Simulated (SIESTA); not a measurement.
Runs of SIESTA 5.4.2 on MoS2. The cell holds a slab with vacuum, 9 atoms: a = 3.184 Å, b = 3.184 Å, c = 28.387 Å, α = 90.00°, β = 90.00°, γ = 120.00°. 

```tsv
task	level	potentials or basis	k mesh	gap on the mesh (eV)	V0 of scaled cells (Å³/atom)	B0 (GPa)	largest force (eV/Å)
equation of state	PBEsol	PseudoDojo 0.4 standard (PBEsol files), DZP (energy shift 0.003 Ry; two zetas on semicore shells)	8 × 8 × 1	-	27.63	100	-
equation of state	LDA	PseudoDojo 0.4 standard (LDA files), DZP (energy shift 0.003 Ry; two zetas on semicore shells)	8 × 8 × 1	-	27.17	(a)	-
band structure	LDA	PseudoDojo 0.4 standard (LDA files), DZP (energy shift 0.003 Ry; two zetas on semicore shells)	10 × 10 × 1	(b)	-	-	0.11
band structure	PBEsol	PseudoDojo 0.4 standard (PBEsol files), DZP (energy shift 0.003 Ry; two zetas on semicore shells)	10 × 10 × 1	1.30	-	-	0.29
```

Alike in all rows: no spin polarisation; cell as given; smearing fermi-dirac 0.05 eV; grid cutoff 800 Ry; energy shift 0.003 Ry.

**Question.** Estimate the missing entries.

**Answer.** (a) 105; (b) 1.29.

Caveats: the basis of atomic orbitals isn't converged, which shifts pressures, moduli and gaps; the cell was scaled at fixed shape and fractional positions, which overstates the stiffness of a crystal with free parameters, most of all of layers and chains (some runs).

A k mesh can miss the band edges, and the runs leave out spin-orbit coupling on Mo.

Not every run made on this cell is shown here.
